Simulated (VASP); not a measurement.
CaO in VASP 6.6.1, single-point calculation

INCAR

```
PREC = Accurate
ISPIN = 2
ISIF = 2
NELM = 120
LREAL = .FALSE.
IBRION = -1
ENCUT = 520
SIGMA = 0.2
EDIFF = 1E-7
NSW = 0
LASPH = .TRUE.
LCHARG = .FALSE.
NBANDS = 15
GGA = PE
ISMEAR = -1
MAGMOM = 2 2
LWAVE = .FALSE.
```

KPOINTS

```
KPOINTS created by Atomic Simulation Environment
0
Gamma
10 10 10
0 0 0
```

POSCAR

```
Ca O
 1.0000000000000000
    -0.0755630935000000    2.3939135200999999    2.3939135200999999
     2.3939135200999999   -0.0755630935000000    2.3939135200999999
     2.3939135200999999    2.3939135200999999   -0.0755630935000000
 Ca  O
   1   1
Cartesian
  0.0000000000000000  0.0000000000000000  0.0000000000000000
  2.3561319733500001  2.3561319733500001  2.3561319733500001
```

The recommended PBE PAW datasets give the neutral cell 16 valence electrons.

Command

```
mpirun -np 1 vasp_std
```

OSZICAR

```
N       E                     dE             d eps       ncg     rms          rms(c)
DAV:   1     0.126230694211E+03    0.12623E+03   -0.87356E+03  6960   0.109E+03
DAV:   2    -0.674292011510E+01   -0.13297E+03   -0.12397E+03  8675   0.289E+02
DAV:   3    -0.119047737099E+02   -0.51619E+01   -0.51221E+01  8376   0.585E+01
DAV:   4    -0.120457312439E+02   -0.14096E+00   -0.14088E+00  9807   0.855E+00
DAV:   5    -0.120472600118E+02   -0.15288E-02   -0.15287E-02  8249   0.813E-01    0.172E+01
DAV:   6    -0.126010697616E+02   -0.55381E+00   -0.54789E+00  7969   0.219E+01    0.609E+00
DAV:   7    -0.127844673909E+02   -0.18340E+00   -0.47555E-01  7898   0.668E+00    0.203E+00
DAV:   8    -0.127766188017E+02    0.78486E-02   -0.63907E-02  8304   0.251E+00    0.989E-01
DAV:   9    -0.127849915417E+02   -0.83727E-02   -0.12205E-02  9166   0.106E+00    0.193E-01
DAV:  10    -0.127852328828E+02   -0.24134E-03   -0.12970E-03  7697   0.288E-01    0.998E-02
DAV:  11    -0.127855184185E+02   -0.28554E-03   -0.12999E-04  8787   0.103E-01    0.543E-02
DAV:  12    -0.127856588717E+02   -0.14045E-03   -0.14789E-04  8388   0.937E-02    0.115E-02
DAV:  13    -0.127856593163E+02   -0.44463E-06   -0.36770E-06  9093   0.208E-02    0.304E-03
DAV:  14    -0.127856593279E+02   -0.11620E-07   -0.45784E-07  8764   0.704E-03
   1 F= -.12785659E+02 E0= -.12785639E+02  d E =-.414351E-04  mag=    -0.0001
```

It converged. Results: pressure -1.5 GPa; magnetic moment of the cell 0.00 μB.

For comparison, a separate PBE run of the intended cell, on usual settings and not on those above, gives a gap of 3.53 eV on its mesh and a pressure of -1.5 GPa.

The run above took about 1.7 min on one core of a shared host (Intel Xeon Platinum 8488C) and held 0.23 GiB at most.
